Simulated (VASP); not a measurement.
# BaS in VASP: one cell, several levels of theory

BaS in the rocksalt structure, under -6.0 % strain along x alone is computed at one geometry. Runs: PBE, r2SCAN. The results are then set beside those of Ansatz 0.2.0 for the same cell.

The runs shown are made with VASP 6.6.1. PAW datasets, plane waves. The values are computed, spin-unpolarised, and not measurements.

## Step 1: Starting point

The cell comes from an earlier relaxation with r2SCAN in another program, then strained, with the atoms relaxed again.

Space group I4/mmm (No. 139), tetragonal; conventional cell a = 4.542 Å, c = 6.040 Å, 31.15 Å³ an atom. Ba has 6 S at 3.02–3.21 Å; S has 6 Ba at 3.02–3.21 Å.

Coordinates:

Space group I4/mmm (No. 139). a = 4.542 Å, b = 4.542 Å, c = 6.040 Å, α = 90.00°, β = 90.00°, γ = 90.00°
```csv
atom,site,symmetry,x,y,z
Ba,2a,4/mmm,0.0000,0.0000,0.0000
S,2b,4/mmm,0.0000,0.0000,0.5000
```

## Step 2: Single point with PBE

INCAR reads:

```
ENCUT = 520.000000
SIGMA = 0.020000
EDIFF = 1.00e-07
GGA = PE
PREC = Accurate
IBRION = -1
ISIF = 2
ISMEAR = -1
NBANDS = 15
NELM = 120
NSW = 0
LASPH = .TRUE.
LCHARG = .FALSE.
LWAVE = .FALSE.
LREAL = .FALSE.
```

KPOINTS reads:

```
KPOINTS created by Atomic Simulation Environment
0
Gamma
8 8 8
0 0 0
```

KPOINTS_OPT reads:

```
special points
6
Reciprocal
0.0000000000 0.0000000000 0.0000000000 1
0.5000000000 0.0000000000 0.5000000000 1
0.6250000000 0.2500000000 0.6250000000 1
0.3750000000 0.3750000000 0.7500000000 1
0.5000000000 0.5000000000 0.5000000000 1
0.5000000000 0.2500000000 0.7500000000 1
```

POSCAR reads:

```
Ba S
 1.0000000000000000
     0.0000000000000000    3.2117958738999999    3.2117958738999999
     3.0200516602000000    0.0000000000000000    3.2117958738999999
     3.0200516602000000    3.2117958738999999    0.0000000000000000
 Ba  S
   1   1
Cartesian
  0.0000000000000000  0.0000000000000000  0.0000000000000000
  3.0200516602000000  3.2117958738999999  3.2117958738999999
```

The run uses the recommended PBE PAW datasets (16 valence electrons a neutral cell).

Run with:

```bash
$ mpirun -np 1 vasp_std
```

Standard output, without the iteration lines:

```text
POSCAR found type information on POSCAR BaS
 POSCAR found :  2 types and       2 ions
 LDA part: xc-table for (Slater+PW92), standard interpolation
 POSCAR, INCAR and KPOINTS ok, starting setup
 FFT: planning ... GRIDC
 FFT: planning ... GRID_SOFT
 FFT: planning ... GRID
 WAVECAR not read
 entering main loop
 Start KPOINTS_OPT (optional k-point list driver)
k-point batch [1-6\6]
```

OSZICAR:

```text
N       E                     dE             d eps       ncg     rms          rms(c)
DAV:   1     0.814396901265E+02    0.81440E+02   -0.69747E+03  1770   0.938E+02
DAV:   2    -0.586462478585E+01   -0.87304E+02   -0.77867E+02  2398   0.169E+02
DAV:   3    -0.104715813091E+02   -0.46070E+01   -0.45751E+01  2405   0.403E+01
DAV:   4    -0.105646780101E+02   -0.93097E-01   -0.93066E-01  2264   0.585E+00
DAV:   5    -0.105673221045E+02   -0.26441E-02   -0.26439E-02  2429   0.797E-01    0.524E+00
DAV:   6    -0.100694158154E+02    0.49791E+00   -0.68191E-01  2036   0.495E+00    0.362E+00
DAV:   7    -0.100671976253E+02    0.22182E-02   -0.19573E-01  2319   0.248E+00    0.219E+00
DAV:   8    -0.100796030233E+02   -0.12405E-01   -0.23626E-02  2022   0.113E+00    0.219E-01
DAV:   9    -0.100801252608E+02   -0.52224E-03   -0.34651E-03  2302   0.432E-01    0.121E-01
DAV:  10    -0.100809027524E+02   -0.77749E-03   -0.87451E-04  1847   0.208E-01    0.332E-02
DAV:  11    -0.100809649824E+02   -0.62230E-04   -0.10060E-04  2253   0.644E-02    0.102E-02
DAV:  12    -0.100809674145E+02   -0.24321E-05   -0.63679E-06  2064   0.158E-02    0.753E-03
DAV:  13    -0.100809673867E+02    0.27793E-07   -0.25439E-07  2274   0.307E-03
   1 F= -.10080967E+02 E0= -.10080967E+02  d E =-.289863E-12
       N       E                     dE             ncg
DAV:   1     0.141376816895E+04   -0.25588E+04      180
DAV:   2     0.903477654804E+03   -0.51029E+03      237
DAV:   3     0.873989124262E+03   -0.29489E+02      267
DAV:   4     0.873657633138E+03   -0.33149E+00      209
DAV:   5     0.873651719015E+03   -0.59141E-02      244
DAV:   6     0.873651544398E+03   -0.17462E-03      210
DAV:   7     0.873651539846E+03   -0.45525E-05      251
DAV:   8     0.873651539670E+03   -0.17591E-06      162
DAV:   9     0.873651539662E+03   -0.77902E-08      175
```

The lines after F= are the extra pass for the points of KPOINTS_OPT, at fixed density; their E is not a total energy.

From OUTCAR:

```text
k-points           NKPTS =     59   k-points in BZ     NKDIM =     59   number of bands    NBANDS=     15

   NELECT =      16.0000    total number of electrons

   dimension x,y,z NGX =    36 NGY =   36 NGZ =   36
   dimension x,y,z NGXF=    72 NGYF=   72 NGZF=   72

  energy-cutoff  :      520.00
  volume of cell :       62.31
      direct lattice vectors                 reciprocal lattice vectors
     0.000000000  3.211795874  3.211795874    -0.165560082  0.155676145  0.155676145
     3.020051660  0.000000000  3.211795874     0.165560082 -0.155676145  0.155676145
     3.020051660  3.211795874  0.000000000     0.165560082  0.155676145 -0.155676145

 k-points in reciprocal lattice and weights: KPOINTS created by Atomic Simulation Env
   0.00000000  0.00000000  0.00000000       0.002
   0.12500000  0.00000000  0.00000000       0.016
   0.25000000  0.00000000  0.00000000       0.016
   0.37500000  0.00000000  0.00000000       0.016
   0.50000000  0.00000000  0.00000000       0.008
   0.12500000  0.12500000  0.00000000       0.008
   0.25000000  0.12500000  0.00000000       0.031
   0.37500000  0.12500000 -0.00000000       0.031
[... 51 more k-points ...]

 E-fermi :   2.3446

 k-point     1 :       0.0000    0.0000    0.0000
  band No.  band energies     occupation
      1     -24.2325      2.00000
      2      -9.3131      2.00000
      3      -9.2776      2.00000
      4      -9.2776      2.00000
      5      -8.7446      2.00000
      6       1.6134      2.00000
      7       1.6134      2.00000
      8       1.8883      2.00000
      9       5.3304      0.00000
     10       5.4240      0.00000
     11       5.4240      0.00000
     12       5.8755      0.00000
     13       6.3452      0.00000
     14       6.9541      0.00000
     15      10.5244      0.00000

 k-point     2 :       0.1250    0.0000    0.0000
  band No.  band energies     occupation
      1     -24.2242      2.00000
      2      -9.7089      2.00000
      3      -9.2976      2.00000
      4      -9.2892      2.00000
      5      -8.3135      2.00000
      6       1.2421      2.00000
      7       1.3992      2.00000
      8       1.5727      2.00000
      9       5.5242      0.00000
     10       5.6942      0.00000
     11       5.8961      0.00000
     12       6.0354      0.00000
     13       6.8026      0.00000
     14       7.5068      0.00000
     15      11.1832      0.00000

 k-point     3 :       0.2500    0.0000    0.0000
  band No.  band energies     occupation
      1     -24.2041      2.00000
      2     -10.2104      2.00000
      3      -9.3171      2.00000
      4      -9.3033      2.00000
      5      -7.7656      2.00000
      6       0.4929      2.00000
      7       0.9792      2.00000
      8       1.0380      2.00000
      9       5.8353      0.00000
     10       6.4416      0.00000
     11       6.5857      0.00000
     12       7.1278      0.00000
     13       7.9549      0.00000
     14       8.8171      0.00000
     15      12.4954      0.00000

 k-point     4 :       0.3750    0.0000    0.0000
  band No.  band energies     occupation
      1     -24.1839      2.00000
      2     -10.5523      2.00000
      3      -9.3444      2.00000
      4      -9.3086      2.00000
      5      -7.3714      2.00000
      6      -0.1177      2.00000
      7       0.6311      2.00000
      8       0.6423      2.00000
      9       6.4973      0.00000
     10       7.4930      0.00000
     11       7.5244      0.00000
     12       7.9896      0.00000
     13       9.3862      0.00000
     14      10.2117      0.00000
     15      11.9482      0.00000

 k-point     5 :       0.5000    0.0000    0.0000
  band No.  band energies     occupation
      1     -24.1754      2.00000
      2     -10.6728      2.00000
      3      -9.3557      2.00000
      4      -9.3108      2.00000
      5      -7.2270      2.00000
      6      -0.3461      2.00000
      7       0.4837      2.00000
      8       0.5188      2.00000
      9       7.3826      0.00000
     10       7.5039      0.00000
     11       8.1374      0.00000
     12       8.2859      0.00000
     13      10.5710      0.00000
     14      10.6609      0.00000
     15      10.9594      0.00000

[... the tables of k-points 6 to 59 left out ...]

  Total        3.6427005      0.6990009      0.6990009      0.0000000      0.0000000     -0.0000000
  in kB       93.6685519     17.9741395     17.9741395      0.0000000      0.0000000     -0.0000000
  external PRESSURE =      43.2056103 kB  Pullay stress =       0.0000000 kB

 POSITION                                       TOTAL-FORCE (eV/Angst)
 -----------------------------------------------------------------------------------
      0.00000      0.00000      0.00000         0.000000     -0.000000      0.000000
      3.02005      3.21180      3.21180         0.000000      0.000000     -0.000000
 -----------------------------------------------------------------------------------
    total drift:                                0.000000      0.000000      0.000000

  FREE ENERGIE OF THE ION-ELECTRON SYSTEM (eV)
  ---------------------------------------------------
  free  energy   TOTEN  =       -10.0809673867 eV

  energy  without entropy=      -10.0809673867  energy(sigma->0) =      -10.08096739
```

Hardware: 1 MPI rank of Intel Xeon 6975P-C, shared host.

The levels at the points of KPOINTS_OPT are read from vasprun.xml.

Levels at the named points, in eV from the top of band v (v: the last filled band by count, c: the next):

| point | v−1 | v | c | c+1 |
| --- | --- | --- | --- | --- |
| Γ | -0.27 | 0.00 | 3.44 | 3.54 |
| X | -0.39 | -0.08 | 1.86 | 5.55 |
| U | -0.82 | -0.82 | 3.15 | 5.90 |
| K | -0.82 | -0.82 | 3.15 | 5.90 |
| L | -1.40 | -1.37 | 5.49 | 5.62 |
| W | -0.82 | -0.82 | 4.46 | 4.46 |

PBE gives an indirect gap of 1.80 eV, from Γ to (0.00, 0.50, 0.50); the least direct gap is 1.94 eV. The pressure is 4.32 GPa; the forces vanish within 0.01 eV/Å.

## Step 3: Single point with r2SCAN

INCAR reads:

```
ENCUT = 520.000000
SIGMA = 0.010000
EDIFF = 1.00e-07
ALGO = Normal
METAGGA = R2SCAN
PREC = Accurate
IBRION = -1
ISIF = 2
ISMEAR = 0
NBANDS = 15
NELM = 120
NSW = 0
LASPH = .TRUE.
LCHARG = .FALSE.
LWAVE = .FALSE.
LREAL = .FALSE.
```

KPOINTS is that of step 2.

KPOINTS_OPT is that of step 2.

POSCAR is that of step 2.

Run with:

```bash
$ mpirun -np 1 vasp_std
```

Standard output, without the iteration lines:

```text
POSCAR found type information on POSCAR BaS
 POSCAR found :  2 types and       2 ions
 -----------------------------------------------------------------------------
|                                                                             |
|                                                                             |
|     You enforced a specific xc type in the INCAR file but a different       |
|     I HOPE YOU KNOW WHAT YOU ARE DOING!                                     |
|                                                                             |
 -----------------------------------------------------------------------------

 LDA part: xc-table for (None), standard interpolation
 POSCAR, INCAR and KPOINTS ok, starting setup
 FFT: planning ... GRIDC
 FFT: planning ... GRID_SOFT
 FFT: planning ... GRID
 WAVECAR not read
 entering main loop
 Start KPOINTS_OPT (optional k-point list driver)
k-point batch [1-6\6]
```

OSZICAR:

```text
N       E                     dE             d eps       ncg     rms          rms(c)
DAV:   1     0.508707108206E+02    0.50871E+02   -0.71814E+03  1770   0.968E+02
DAV:   2    -0.383971192442E+02   -0.89268E+02   -0.79335E+02  2406   0.174E+02
DAV:   3    -0.432213158257E+02   -0.48242E+01   -0.47886E+01  2470   0.417E+01
DAV:   4    -0.433198405337E+02   -0.98525E-01   -0.98489E-01  2217   0.606E+00
DAV:   5    -0.433227169726E+02   -0.28764E-02   -0.28762E-02  2419   0.865E-01    0.554E+00
DAV:   6    -0.390888783383E+02    0.42338E+01   -0.15231E+00  2442   0.825E+00    0.398E+00
DAV:   7    -0.390813480383E+02    0.75303E-02   -0.38865E-01  2218   0.397E+00    0.236E+00
DAV:   8    -0.390873122561E+02   -0.59642E-02   -0.42396E-02  2043   0.151E+00    0.122E+00
DAV:   9    -0.390889492058E+02   -0.16369E-02   -0.73835E-03  1862   0.844E-01    0.401E-01
DAV:  10    -0.390888883781E+02    0.60828E-04   -0.64573E-04  2439   0.142E-01    0.931E-02
DAV:  11    -0.390890809201E+02   -0.19254E-03   -0.15545E-04  1945   0.126E-01    0.210E-02
DAV:  12    -0.390890655095E+02    0.15411E-04   -0.41407E-05  2309   0.475E-02    0.988E-03
DAV:  13    -0.390890659170E+02   -0.40747E-06   -0.43676E-06  2050   0.141E-02    0.350E-03
DAV:  14    -0.390890656645E+02    0.25245E-06   -0.22444E-07  2386   0.347E-03    0.177E-03
DAV:  15    -0.390890655761E+02    0.88425E-07   -0.23944E-08  1291   0.129E-03
   1 F= -.39089066E+02 E0= -.39089066E+02  d E =-.277227E-64
       N       E                     dE             ncg
DAV:   1     0.139097076842E+04   -0.25816E+04      180
DAV:   2     0.855494722863E+03   -0.53548E+03      245
DAV:   3     0.826483857196E+03   -0.29011E+02      267
DAV:   4     0.826203369513E+03   -0.28049E+00      217
DAV:   5     0.826200263459E+03   -0.31061E-02      244
DAV:   6     0.826200193982E+03   -0.69476E-04      217
DAV:   7     0.826200193466E+03   -0.51655E-06      251
DAV:   8     0.826200193457E+03   -0.85471E-08      154
```

Parts of OUTCAR:

```text
k-points           NKPTS =     59   k-points in BZ     NKDIM =     59   number of bands    NBANDS=     15

   NELECT =      16.0000    total number of electrons

   dimension x,y,z NGX =    36 NGY =   36 NGZ =   36
   dimension x,y,z NGXF=    72 NGYF=   72 NGZF=   72

  energy-cutoff  :      520.00
  volume of cell :       62.31
      direct lattice vectors                 reciprocal lattice vectors
     0.000000000  3.211795874  3.211795874    -0.165560082  0.155676145  0.155676145
     3.020051660  0.000000000  3.211795874     0.165560082 -0.155676145  0.155676145
     3.020051660  3.211795874  0.000000000     0.165560082  0.155676145 -0.155676145

 k-points in reciprocal lattice and weights: KPOINTS created by Atomic Simulation Env
   0.00000000  0.00000000  0.00000000       0.002
   0.12500000  0.00000000  0.00000000       0.016
   0.25000000  0.00000000  0.00000000       0.016
   0.37500000  0.00000000  0.00000000       0.016
   0.50000000  0.00000000  0.00000000       0.008
   0.12500000  0.12500000  0.00000000       0.008
   0.25000000  0.12500000  0.00000000       0.031
   0.37500000  0.12500000 -0.00000000       0.031
[... 51 more k-points ...]

 E-fermi :   1.7820

 k-point     1 :       0.0000    0.0000    0.0000
  band No.  band energies     occupation
      1     -25.1995      2.00000
      2      -9.8562      2.00000
      3      -9.8234      2.00000
      4      -9.8234      2.00000
      5      -9.4162      2.00000
      6       1.3762      2.00000
      7       1.3762      2.00000
      8       1.6648      2.00000
      9       5.6295      0.00000
     10       5.6295      0.00000
     11       5.6982      0.00000
     12       6.0805      0.00000
     13       6.6547      0.00000
     14       7.3094      0.00000
     15      10.7670      0.00000

 k-point     2 :       0.1250    0.0000    0.0000
  band No.  band energies     occupation
      1     -25.1907      2.00000
      2     -10.3145      2.00000
      3      -9.8414      2.00000
      4      -9.8347      2.00000
      5      -8.9222      2.00000
      6       1.0241      2.00000
      7       1.1678      2.00000
      8       1.3537      2.00000
      9       5.7366      0.00000
     10       5.9083      0.00000
     11       6.1957      0.00000
     12       6.2908      0.00000
     13       7.1196      0.00000
     14       7.8699      0.00000
     15      11.4525      0.00000

 k-point     3 :       0.2500    0.0000    0.0000
  band No.  band energies     occupation
      1     -25.1695      2.00000
      2     -10.8437      2.00000
      3      -9.8616      2.00000
      4      -9.8454      2.00000
      5      -8.3426      2.00000
      6       0.2880      2.00000
      7       0.7515      2.00000
      8       0.8139      2.00000
      9       6.0385      0.00000
     10       6.6828      0.00000
     11       6.8224      0.00000
     12       7.4798      0.00000
     13       8.3054      0.00000
     14       9.2090      0.00000
     15      12.8427      0.00000

 k-point     4 :       0.3750    0.0000    0.0000
  band No.  band energies     occupation
      1     -25.1482      2.00000
      2     -11.2000      2.00000
      3      -9.8882      2.00000
      4      -9.8492      2.00000
      5      -7.9295      2.00000
      6      -0.3271      2.00000
      7       0.3997      2.00000
      8       0.4126      2.00000
      9       6.7078      0.00000
     10       7.7712      0.00000
     11       7.8099      0.00000
     12       8.3069      0.00000
     13       9.7920      0.00000
     14      10.6364      0.00000
     15      12.3667      0.00000

 k-point     5 :       0.5000    0.0000    0.0000
  band No.  band energies     occupation
      1     -25.1393      2.00000
      2     -11.3252      2.00000
      3      -9.8991      2.00000
      4      -9.8507      2.00000
      5      -7.7784      2.00000
      6      -0.5590      2.00000
      7       0.2491      2.00000
      8       0.2876      2.00000
      9       7.6467      0.00000
     10       7.7230      0.00000
     11       8.4515      0.00000
     12       8.6136      0.00000
     13      11.0186      0.00000
     14      11.0276      0.00000
     15      11.2987      0.00000

[... the tables of k-points 6 to 59 left out ...]

  Total        3.8562458      0.6720860      0.6720860     -0.0000000      0.0000000     -0.0000000
  in kB       99.1596639     17.2820476     17.2820476     -0.0000000      0.0000000     -0.0000000
  external PRESSURE =      44.5745864 kB  Pullay stress =       0.0000000 kB

 POSITION                                       TOTAL-FORCE (eV/Angst)
 -----------------------------------------------------------------------------------
      0.00000      0.00000      0.00000         0.000000     -0.000000      0.000000
      3.02005      3.21180      3.21180         0.000000      0.000000     -0.000000
 -----------------------------------------------------------------------------------
    total drift:                                0.000000      0.000000      0.000000

  FREE ENERGIE OF THE ION-ELECTRON SYSTEM (eV)
  ---------------------------------------------------
  free  energy   TOTEN  =       -39.0890655761 eV

  energy  without entropy=      -39.0890655761  energy(sigma->0) =      -39.08906558
```

Hardware: 1 MPI rank of Intel Xeon 6975P-C, shared host.

The levels at the points of KPOINTS_OPT are read from vasprun.xml.

Near the gap, in eV above the top of the last filled band v; c is the band after it:

```
point    v−1      v     c   c+1
    Γ  -0.29   0.00  3.96  3.96
    X  -0.41  -0.08  2.21  6.14
    U  -0.83  -0.82  3.54  6.38
    K  -0.83  -0.82  3.54  6.38
    L  -1.42  -1.38  5.98  6.06
    W  -0.82  -0.82  4.89  4.89
```

Gap with r2SCAN: 2.13 eV, valence top at Γ, conduction bottom at (0.00, 0.50, 0.50). Least direct gap: 2.28 eV. The pressure is 4.46 GPa; the forces vanish within 0.01 eV/Å.

## Step 4: What came out

```
 level  gap (eV)  pressure (GPa)  Ansatz: gap (eV)  Ansatz: pressure (GPa)
   PBE      1.80            4.32              1.92                    3.59
r2SCAN      2.13            4.46              2.25                    3.72
```

The gap runs from 1.80 eV (PBE) to 2.13 eV (r2SCAN). Spin-orbit coupling is left out, though the cell holds Ba (Z = 56). The two programs agree on the gap within 0.13 eV. Each program uses its own PAW datasets and cutoff.
